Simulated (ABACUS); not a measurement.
NiSb (Breithauptite) under changes of volume

One of the cells (17.103 Å³/atom); the others are scaled copies at fixed shape and fractional positions:

```xyz
4
Lattice="3.9280 0.0000 0.0000 -1.9640 3.4017 0.0000 0.0000 0.0000 5.1200" Properties=species:S:1:pos:R:3 pbc="T T T"
Sb    1.9640    1.1339    3.8400
Sb    0.0000    2.2678    1.2800
Ni    0.0000    0.0000    2.5600
Ni    0.0000    0.0000    0.0000
```

| Property | Result |
| --- | --- |
| Program | ABACUS 3.10.1 |
| Functional | PBE |
| Potentials or basis | PseudoDojo NC SR 0.4.1 PBE standard |
| Cutoff | 1333 eV |
| Density cutoff | 5333 eV |
| Basis | plane waves |
| k mesh | 8 × 8 × 5 |
| Occupations | fermi-dirac, width 0.05 eV |
| Spin | collinear spin, ferromagnetic start |
| Starting moments | [0.0, 0.0, 1.0, 1.0] μB |

```tsv
volume (Å³/atom)	energy over the lowest point (meV/atom)	pressure (GPa)
16.077	61.19	13.6
16.419	36.16	10.0
16.761	18.31	6.9
17.103	?	?
17.446	0.93	1.6
17.788	0.00	-0.6
18.130	3.45	-2.5
```

Question: What does the run at 17.103 Å³/atom give?

Answer: Energy over the lowest point 6.81 meV/atom; pressure 4.1 GPa.

Worked out: A Birch-Murnaghan fit of order 3 (a polynomial in V^(-2/3)) to the other rows has its minimum at 17.68 Å³/atom with B0 = V·E''(V) = 110 GPa and B' = 5.4 at fixed shape and positions, which overstates the stiffness. It gives 6.82 meV/atom at 17.103 Å³/atom, against the run's 6.81, and -dE/dV = 4.0 GPa, against 4.1.

Energies are extrapolated to zero smearing.
